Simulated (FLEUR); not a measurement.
# MgO (Fm-3m) in FLEUR: further runs

The runs below take MgO through band structure, equation of state, with PBEsol, r2SCAN.

Everything below comes from runs of FLEUR MaX-R8.1 (later development tree). Logs are shortened: lines on timing, memory, paths and dates and some standing lists are left out, and cuts for length are marked.

**The experiment to reproduce.**

“Electronic structure of alkaline earth and post-transition metal oxides”, 2009, arxiv:0908.1581 quotes, for a bulk crystal of MgO: band gap 7.83 eV.

The results are compared with them further down.

## 1. The structure

The structure is cubic, space group Fm-3m (No. 225). The conventional cell has a = 4.194 Å, b = 4.194 Å, c = 4.194 Å, α = 90.00°, β = 90.00°, γ = 90.00°. Mg (site symmetry m-3m) is surrounded by 6 O at 2.10 Å. Around O (site symmetry m-3m) lie 6 Mg at 2.10 Å.

The cell is a database's computed one.

## 2. Band structure, PBEsol

Input file inp.xml:

```xml
<?xml version="1.0" encoding="UTF-8" standalone="no"?>
<fleurInput fleurInputVersion="0.39">
   <comment>
      MgO                                                                                                 
   </comment>
   <calculationSetup>
      <cutoffs Kmax="4.97" Gmax="15.4" GmaxXC="15.4" numbands="0"/>
      <scfLoop itmax="60" minDistance="0.00001" maxIterBroyd="15" imix="Anderson" alpha="0.05" precondParam="0.0" spinf="2.0" sdNocoIR="T"/>
      <coreElectrons ctail="T" frcor="F" kcrel="0" coretail_lmax="0"/>
      <xcFunctional name="PBEs" relativisticCorrections="F"/>
      <magnetism jspins="1"/>
      <soc l_soc="F" theta="0.0" phi="0.0" spav="F"/>
      <expertModes spex="0" secvar="F"/>
      <geometryOptimization l_f="F" forcealpha="1.0" forcemix="BFGS" epsdisp="0.00001" epsforce="0.00001"/>
      <ldaU l_linMix="F" mixParam="0.05" spinf="1.0"/>
   </calculationSetup>
   <cell>
      <bzIntegration valenceElectrons="16.0" mode="hist" fermiSmearingEnergy="0.00183747">
         <kPointListSelection listName="default-1"/>
         <!-- k-points included here -->
         <xi:include xmlns:xi="http://www.w3.org/2001/XInclude" href="kpts.xml"> </xi:include>
      </bzIntegration>
      <!-- symmetry operations included here -->
      <xi:include xmlns:xi="http://www.w3.org/2001/XInclude" href="sym.xml"> </xi:include>
      <bulkLattice scale="1.0">
         <bravaisMatrix>
            <row-1>    0.0000000000000000     3.9627583151077737     3.9627583151077737</row-1>
            <row-2>    3.9627583151077737     0.0000000000000000     3.9627583151077737</row-2>
            <row-3>    3.9627583151077737     3.9627583151077737     0.0000000000000000</row-3>
         </bravaisMatrix>
      </bulkLattice>
   </cell>
   <atomSpecies>
      <species name="Magnesium (Mg)" element="Mg" atomicNumber="12">
         <mtSphere radius="1.97" gridPoints="651" logIncrement="0.017"/>
         <atomicCutoffs lmax="8" lnonsphr="8"/>
         <electronConfig flipSpins="F">
            <coreConfig>(1s1/2)</coreConfig>
            <valenceConfig>(2s1/2) (2p1/2) (2p3/2) (3s1/2)</valenceConfig>
         </electronConfig>
         <energyParameters s="3" p="2" d="3" f="4"/>
         <lo type="SCLO" l="0" n="2" eDeriv="0"/>
         <lo type="HELO" l="1" n="3" eDeriv="0"/>
         <lo type="HELO" l="1" n="3" eDeriv="1"/>
         <lo type="SCLO" l="2" n="3" eDeriv="2"/>
         <lo type="SCLO" l="3" n="4" eDeriv="2"/>
      </species>
      <species name="Oxygen (O)" element="O" atomicNumber="8">
         <mtSphere radius="1.7" gridPoints="563" logIncrement="0.019"/>
         <atomicCutoffs lmax="8" lnonsphr="8"/>
         <electronConfig flipSpins="F">
            <coreConfig>(1s1/2)</coreConfig>
            <valenceConfig>(2s1/2) (2p1/2) (2p3/2)</valenceConfig>
            <stateOccupation state="(2p1/2)" spinUp="0.666667" spinDown="0.666667"/>
            <stateOccupation state="(2p3/2)" spinUp="1.333333" spinDown="1.333333"/>
         </electronConfig>
         <energyParameters s="2" p="2" d="3" f="4"/>
         <lo type="SCLO" l="0" n="2" eDeriv="2"/>
         <lo type="SCLO" l="1" n="2" eDeriv="2"/>
         <lo type="SCLO" l="2" n="3" eDeriv="2"/>
      </species>
   </atomSpecies>
   <atomGroups>
      <atomGroup species="Magnesium (Mg)">
         <relPos label="                   1">.0000000000 .0000000000 .0000000000</relPos>
         <force calculate="T" relaxXYZ="TTT"/>
      </atomGroup>
      <atomGroup species="Oxygen (O)">
         <relPos label="                   2">1.000/2.000 1.000/2.000 1.000/2.000</relPos>
         <force calculate="T" relaxXYZ="TTT"/>
      </atomGroup>
   </atomGroups>
   <output dos="F" band="F" slice="F">
      <checks vchk="F" cdinf="F"/>
      <bandDOS minEnergy="-.5*Htr" maxEnergy="0.5*Htr" sigma="0.015" storeEVData="T"/>
      <vacuumDOS vacdos="F" integ="F" star="F" nstars="0" locx1="0.0" locy1="0.0" locx2="0.0" locy2="0.0" nstm="0" tworkf="0.0"/>
      <unfoldingBand unfoldBand="F" supercellX="1" supercellY="1" supercellZ="1"/>
      <plotting iplot="0" polar="F">
         <plot TwoD="T" vec1="  1.0  0.0  0.0" vec2="  0.0  1.0  0.0" vec3="  0.0  0.0  1.0" zero="  0.0  0.0  0.0" file="plot"/>
      </plotting>
      <chargeDensitySlicing numkpt="0" minEigenval="0.0" maxEigenval="0.0" nnne="0" pallst="F"/>
      <specialOutput eonly="F"/>
      <moessbauerParams electricFieldGradient="T" isomerShift="T" coreHyperfine="T" valenceHyperfine="T"/>
      <magneticCircularDichroism mcd="F" energyLo="-10.0" energyUp="0.0"/>
   </output>
  <!-- We include the file relax.xml here to enable relaxations (see documentation) -->
  <xi:include xmlns:xi="http://www.w3.org/2001/XInclude" href="relax.xml"> <xi:fallback/> </xi:include>
</fleurInput>
```

Input file crystal.txt:

```
MgO
&input cartesian=F /
0.0000000000  2.0970013927  2.0970013927
2.0970013927  0.0000000000  2.0970013927
2.0970013927  2.0970013927  0.0000000000
1.8897261246
1.0 1.0 1.0

2
12 0.0000000000  0.0000000000  0.0000000000
8 0.5000000000  0.5000000000  0.5000000000

&kpt div1=11 div2=11 div3=11 gamma=T /
```

Input file inp.xml (bands):

```
<?xml version="1.0" encoding="UTF-8" standalone="no"?>
<fleurInput fleurInputVersion="0.39">
   <comment>
      MgO                                                                                                 
   </comment>
   <calculationSetup>
      <cutoffs Kmax="4.97" Gmax="15.4" GmaxXC="15.4" numbands="0"/>
      <scfLoop itmax="60" minDistance="0.00001" maxIterBroyd="15" imix="Anderson" alpha="0.05" precondParam="0.0" spinf="2.0" sdNocoIR="T"/>
      <coreElectrons ctail="T" frcor="F" kcrel="0" coretail_lmax="0"/>
      <xcFunctional name="PBEs" relativisticCorrections="F"/>
      <magnetism jspins="1"/>
      <soc l_soc="F" theta="0.0" phi="0.0" spav="F"/>
      <expertModes spex="0" secvar="F"/>
      <geometryOptimization l_f="F" forcealpha="1.0" forcemix="BFGS" epsdisp="0.00001" epsforce="0.00001"/>
      <ldaU l_linMix="F" mixParam="0.05" spinf="1.0"/>
   </calculationSetup>
   <cell>
      <bzIntegration valenceElectrons="16.0" mode="hist" fermiSmearingEnergy="0.00183747">
         <kPointListSelection listName="path-1"/>
         <!-- k-points included here -->
         <xi:include xmlns:xi="http://www.w3.org/2001/XInclude" href="kpts.xml"> </xi:include>
      </bzIntegration>
      <!-- symmetry operations included here -->
      <xi:include xmlns:xi="http://www.w3.org/2001/XInclude" href="sym.xml"> </xi:include>
      <bulkLattice scale="1.0">
         <bravaisMatrix>
            <row-1>    0.0000000000000000     3.9627583151077737     3.9627583151077737</row-1>
            <row-2>    3.9627583151077737     0.0000000000000000     3.9627583151077737</row-2>
            <row-3>    3.9627583151077737     3.9627583151077737     0.0000000000000000</row-3>
         </bravaisMatrix>
      </bulkLattice>
   </cell>
   <atomSpecies>
      <species name="Magnesium (Mg)" element="Mg" atomicNumber="12">
         <mtSphere radius="1.97" gridPoints="651" logIncrement="0.017"/>
         <atomicCutoffs lmax="8" lnonsphr="8"/>
         <electronConfig flipSpins="F">
            <coreConfig>(1s1/2)</coreConfig>
            <valenceConfig>(2s1/2) (2p1/2) (2p3/2) (3s1/2)</valenceConfig>
         </electronConfig>
         <energyParameters s="3" p="2" d="3" f="4"/>
         <lo type="SCLO" l="0" n="2" eDeriv="0"/>
         <lo type="HELO" l="1" n="3" eDeriv="0"/>
         <lo type="HELO" l="1" n="3" eDeriv="1"/>
         <lo type="SCLO" l="2" n="3" eDeriv="2"/>
         <lo type="SCLO" l="3" n="4" eDeriv="2"/>
      </species>
      <species name="Oxygen (O)" element="O" atomicNumber="8">
         <mtSphere radius="1.7" gridPoints="563" logIncrement="0.019"/>
         <atomicCutoffs lmax="8" lnonsphr="8"/>
         <electronConfig flipSpins="F">
            <coreConfig>(1s1/2)</coreConfig>
            <valenceConfig>(2s1/2) (2p1/2) (2p3/2)</valenceConfig>
            <stateOccupation state="(2p1/2)" spinUp="0.666667" spinDown="0.666667"/>
            <stateOccupation state="(2p3/2)" spinUp="1.333333" spinDown="1.333333"/>
         </electronConfig>
         <energyParameters s="2" p="2" d="3" f="4"/>
         <lo type="SCLO" l="0" n="2" eDeriv="2"/>
         <lo type="SCLO" l="1" n="2" eDeriv="2"/>
         <lo type="SCLO" l="2" n="3" eDeriv="2"/>
      </species>
   </atomSpecies>
   <atomGroups>
      <atomGroup species="Magnesium (Mg)">
         <relPos label="                   1">.0000000000 .0000000000 .0000000000</relPos>
         <force calculate="T" relaxXYZ="TTT"/>
      </atomGroup>
      <atomGroup species="Oxygen (O)">
         <relPos label="                   2">1.000/2.000 1.000/2.000 1.000/2.000</relPos>
         <force calculate="T" relaxXYZ="TTT"/>
      </atomGroup>
   </atomGroups>
   <output dos="F" band="T" slice="F">
      <checks vchk="F" cdinf="F"/>
      <bandDOS minEnergy="-.5*Htr" maxEnergy="0.5*Htr" sigma="0.015" storeEVData="T"/>
      <vacuumDOS vacdos="F" integ="F" star="F" nstars="0" locx1="0.0" locy1="0.0" locx2="0.0" locy2="0.0" nstm="0" tworkf="0.0"/>
      <unfoldingBand unfoldBand="F" supercellX="1" supercellY="1" supercellZ="1"/>
      <plotting iplot="0" polar="F">
         <plot TwoD="T" vec1="  1.0  0.0  0.0" vec2="  0.0  1.0  0.0" vec3="  0.0  0.0  1.0" zero="  0.0  0.0  0.0" file="plot"/>
      </plotting>
      <chargeDensitySlicing numkpt="0" minEigenval="0.0" maxEigenval="0.0" nnne="0" pallst="F"/>
      <specialOutput eonly="F"/>
      <moessbauerParams electricFieldGradient="T" isomerShift="T" coreHyperfine="T" valenceHyperfine="T"/>
      <magneticCircularDichroism mcd="F" energyLo="-10.0" energyUp="0.0"/>
   </output>
  <!-- We include the file relax.xml here to enable relaxations (see documentation) -->
  <xi:include xmlns:xi="http://www.w3.org/2001/XInclude" href="relax.xml"> <xi:fallback/> </xi:include>
</fleurInput>
```

Potentials or basis: all-electron, FLAPW.

The run is started by

```console
> inpgen -f crystal.txt -profile fastHighL
> # inp.xml edited to the form shown
> fleur_MPI
> fleur_MPI   # second run, on inp.xml (bands)
```

Output:

```text
Welcome to FLEUR        (www.flapw.de)
      MaX-Release 8.1          (www.max-centre.eu)

 ========== k-point set info ==========
 Selected k-point list: default-1
 k-point list type: mesh
 11 x 11 x 11
 Number of k points: 56

 ------------Calculation Setup---------------------------
 Number of MPI-tasks      :            1
 Number of PE/node        :            1
 Number of OMP-threads    :            1
 Most efficient MPI parallelization for:
           1           2           4           7           8          14          28          56
 Additional eigenvalue parallelization possible
 Number of basis functions:          341
 Approximate size of matrices (H+S) per k-point:         0.002 GB
 --------------------------------------------------------
 Iteration:     1   Distance:      24.70075658 me/bohr^3
 Iteration:     2   Distance:      21.13901093 me/bohr^3
 Iteration:     3   Distance:       7.09814039 me/bohr^3
 Iteration:     4   Distance:       4.27465263 me/bohr^3
 Iteration:     5   Distance:       0.58534538 me/bohr^3
 Iteration:     6   Distance:       1.24399353 me/bohr^3
 Iteration:     7   Distance:       0.22671184 me/bohr^3
 Iteration:     8   Distance:       0.07117681 me/bohr^3
 Iteration:     9   Distance:       0.03706210 me/bohr^3
 Iteration:    10   Distance:       0.00065244 me/bohr^3
 Iteration:    11   Distance:       0.00065087 me/bohr^3
 Iteration:    12   Distance:       0.00004763 me/bohr^3
 Iteration:    13   Distance:       0.00005481 me/bohr^3
 Iteration:    14   Distance:       0.00000339 me/bohr^3

 ********************************************************************
 Run finished successfully
 Stop message:
   all done
 ********************************************************************
```

output (bands):

```text
Welcome to FLEUR        (www.flapw.de)
      MaX-Release 8.1          (www.max-centre.eu)

 ========== k-point set info ==========
 Selected k-point list: path-1
 k-point list type: path
 Number of k points: 60

 ------------Calculation Setup---------------------------
 Number of MPI-tasks      :            1
 Number of PE/node        :            1
 Number of OMP-threads    :            1
 Most efficient MPI parallelization for:
           1           2           3           4           5           6          10          12          15          20          30          60
 Additional eigenvalue parallelization possible
 Number of basis functions:          341
 Approximate size of matrices (H+S) per k-point:         0.002 GB
 --------------------------------------------------------
 Fermi energy correction for insulators:
 No automatic correction of the Fermi energy has been performed.

 Note: Band structure data (together with different weights) is also stored in the banddos.hdf file.
       A convenient way of extracting and plotting the data from that file is by making use of the

 ********************************************************************
 Run finished successfully
 Stop message:
   Charge density postprocessing done.
 ********************************************************************
```

out.xml (last iteration):

```text
<iteration numberForCurrentRun="   14" overallNumber="   14">
         <energyParameters units="Htr">
            <atomicEP atomType="1" spin="1" branch="3s" branchLowest="-2.42" branchHighest="2.65" value="0.1304851021"/>
            <atomicEP atomType="1" spin="1" branch="2p" branchLowest="-9.99" branchHighest="-1.19" value="-1.2296778244"/>
            <atomicEP atomType="1" spin="1" branch="3d" branchLowest="-9.99" branchHighest="2.86" value="0.4062683988"/>
            <atomicEP atomType="1" spin="1" branch="4f" branchLowest="-9.99" branchHighest="5.29" value="0.5689851948"/>
            <loAtomicEP atomType="1" spin="1" branch="2s" branchLowest="-45.69" branchHighest="-2.42" value="-2.4471434599"/>
            <heloAtomicEP atomType="1" spin="1" branch="3p" branchLowest="1.77" branchHighest="1.77" value="1.7713529801"/>
            <heloAtomicEP atomType="1" spin="1" branch="3p" branchLowest="1.77" branchHighest="1.77" value="1.7713529801"/>
            <loAtomicEP atomType="1" spin="1" branch="3d" branchLowest="-9.99" branchHighest="2.86" value="0.4062685074"/>
            <loAtomicEP atomType="1" spin="1" branch="4f" branchLowest="-9.99" branchHighest="5.29" value="0.5689883241"/>
            <atomicEP atomType="2" spin="1" branch="2s" branchLowest="-18.23" branchHighest="0.20" value="-0.4050687171"/>
            <atomicEP atomType="2" spin="1" branch="2p" branchLowest="-9.99" branchHighest="0.74" value="0.0819774862"/>
            <atomicEP atomType="2" spin="1" branch="3d" branchLowest="-9.99" branchHighest="4.26" value="0.4195587429"/>
            <atomicEP atomType="2" spin="1" branch="4f" branchLowest="-9.99" branchHighest="7.35" value="0.5803245398"/>
            <loAtomicEP atomType="2" spin="1" branch="2s" branchLowest="-18.23" branchHighest="0.20" value="-0.4050687171"/>
            <loAtomicEP atomType="2" spin="1" branch="2p" branchLowest="-9.99" branchHighest="0.74" value="0.0817294269"/>
            <loAtomicEP atomType="2" spin="1" branch="3d" branchLowest="-9.99" branchHighest="4.26" value="0.4195590815"/>
[... 53 lines left out ...]
            <electricFieldGradient atomType="1" VXX="0.00000" VYY="0.00000" VZZ="0.00000" asymParam="0.00000">
            </electricFieldGradient>
            <electricFieldGradient atomType="2" VXX="0.00000" VYY="0.00000" VZZ="0.00000" asymParam="0.00000">
            </electricFieldGradient>
         </moessbauerParams>
         <totalEnergy                                    value="     -275.0470776240" units="Htr">
            <sumOfEigenvalues                            value="     -140.2209067375">
               <coreElectrons value="-127.8520796358"/>
               <valenceElectrons value="-12.3688271017"/>
            </sumOfEigenvalues>
            <densityCoulombPotentialIntegral value="-383.4984289087"/>
            <densityEffectivePotentialIntegral value="-415.3268895368"/>
            <chargeDenXCDenIntegral value="-24.4343781914"/>
            <FockExchangeEnergyValence value="0.0000000000"/>
            <FockExchangeEnergyCore value="0.0000000000"/>
            <atomTypeDependentContributions atomType="1">
               <electronNucleiInteractionDifferentMTs value="236.9741328803"/>
               <MadelungTerm value="-5.7851387153"/>
            </atomTypeDependentContributions>
            <atomTypeDependentContributions atomType="2">
               <electronNucleiInteractionDifferentMTs value="89.0359211022"/>
               <MadelungTerm value="-2.1742750798"/>
            </atomTypeDependentContributions>
            <tkbTimesEntropy value="0.0000000000"/>
            <freeEnergy value="-275.0470776240"/>
            <extrapolationTo0K value="-275.0470776240"/>
         </totalEnergy>
         <densityConvergence units="me/bohr^3">
            <chargeDensity spin="1" distance="0.0000033917"/>
         </densityConvergence>
      </iteration>
```

Wall time 25 s (1 thread of Arm Neoverse V2, shared host); peak memory 0.05 GiB.

What came out:

```yaml
Free_energy: -7484.4123 eV
Band_gap_on_the_k_mesh: 4.76 eV, direct
Band_gap_along_the_path: 4.76 eV, direct
Valence_electrons_inside_the_program's_atomic_spheres: Mg 8.38; O 5.53 (radii Mg 1.97, O 1.7 bohr)
```

Levels at the corners of the path, in eV from the valence-band top:
```tsv
point	band 4	band 5	band 6	band 7	band 8	band 9	band 10	band 11	band 12	band 13
Γ	-38.77	-17.26	0.00	0.00	0.00	4.76	15.71	15.71	15.71	19.57
X	-38.80	-15.65	-4.17	-1.38	-1.38	8.95	10.02	13.10	19.04	19.04
W	-38.80	-15.58	-3.03	-3.03	-1.82	11.59	11.59	12.24	15.56	21.97
K	-38.79	-15.62	-3.57	-2.78	-1.17	9.99	11.83	12.51	18.17	18.33
Γ	-38.77	-17.26	0.00	0.00	0.00	4.76	15.71	15.71	15.71	19.57
L	-38.78	-15.88	-4.73	-0.68	-0.68	7.83	12.65	16.31	16.31	20.97
U	-38.79	-15.62	-3.57	-2.78	-1.17	9.99	11.83	12.51	18.17	18.33
W	-38.80	-15.58	-3.03	-3.03	-1.82	11.59	11.59	12.24	15.56	21.97
L	-38.78	-15.88	-4.73	-0.68	-0.68	7.83	12.65	16.31	16.31	20.97
K	-38.79	-15.62	-3.57	-2.78	-1.17	9.99	11.83	12.51	18.17	18.33
U	-38.79	-15.62	-3.57	-2.78	-1.17	9.99	11.83	12.51	18.17	18.33
X	-38.80	-15.65	-4.17	-1.38	-1.38	8.95	10.02	13.10	19.04	19.04
```

Core levels (eV from the Fermi level):
```
atom         levels
1 Mg  1s1/2 -1248.7
 2 O   1s1/2 -501.4
```

## 3. Equation of state, r2SCAN, 8.67 Å³/atom (volume scaled by 0.94)

inp.xml, as its differences from that of step 2:

```diff
@@ -6,6 +6,9 @@
    <calculationSetup>
-      <cutoffs Kmax="4.97" Gmax="15.4" GmaxXC="15.4" numbands="0"/>
-      <scfLoop itmax="60" minDistance="0.00001" maxIterBroyd="15" imix="Anderson" alpha="0.05" precondParam="0.0" spinf="2.0" sdNocoIR="T"/>
-      <coreElectrons ctail="T" frcor="F" kcrel="0" coretail_lmax="0"/>
-      <xcFunctional name="PBEs" relativisticCorrections="F"/>
+      <cutoffs Kmax="5.13" Gmax="15.9" GmaxXC="15.9" numbands="0"/>
+      <scfLoop itmax="80" minDistance="0.0001" maxIterBroyd="30" imix="Anderson" alpha="0.05" precondParam="0.0" spinf="2.0" sdNocoIR="T"/>
+      <coreElectrons ctail="F" frcor="F" kcrel="0" coretail_lmax="0"/>
+      <xcFunctional name="LibXC" relativisticCorrections="F">
+         <LibXCName exchange="mgga_x_r2scan" correlation="mgga_c_r2scan"/>
+         <AuxGGA exchange="117" correlation="130"/>
+      </xcFunctional>
       <magnetism jspins="1"/>
@@ -24,3 +27,3 @@
       <xi:include xmlns:xi="http://www.w3.org/2001/XInclude" href="sym.xml"> </xi:include>
-      <bulkLattice scale="1.0">
+      <bulkLattice scale="0.9795861087">
          <bravaisMatrix>
@@ -34,3 +37,3 @@
       <species name="Magnesium (Mg)" element="Mg" atomicNumber="12">
-         <mtSphere radius="1.97" gridPoints="651" logIncrement="0.017"/>
+         <mtSphere radius="1.91" gridPoints="651" logIncrement="0.017"/>
          <atomicCutoffs lmax="8" lnonsphr="8"/>
@@ -48,3 +51,3 @@
       <species name="Oxygen (O)" element="O" atomicNumber="8">
-         <mtSphere radius="1.7" gridPoints="563" logIncrement="0.019"/>
+         <mtSphere radius="1.65" gridPoints="563" logIncrement="0.019"/>
          <atomicCutoffs lmax="8" lnonsphr="8"/>
```

Potentials or basis: all-electron, FLAPW.

The run is started by

```console
> inpgen -f crystal.txt -profile fastHighL
> # inp.xml edited to the form shown
> fleur_MPI
```

Wall time 50 s (1 thread of Arm Neoverse N1, shared host); peak memory 0.06 GiB.

Results (log left out):

| Property | Result |
| --- | --- |
| Free energy | -7506.6795 eV |
| Band gap on the k mesh | 6.41 eV, direct |
| Valence electrons inside the program's atomic spheres | Mg 8.33; O 5.48 (radii Mg 1.91, O 1.65 bohr) |

Caveat: the meta-GGA is that of a development version, with a GGA for the radial functions and cores and without core tails.

[end of part 1 of 2]
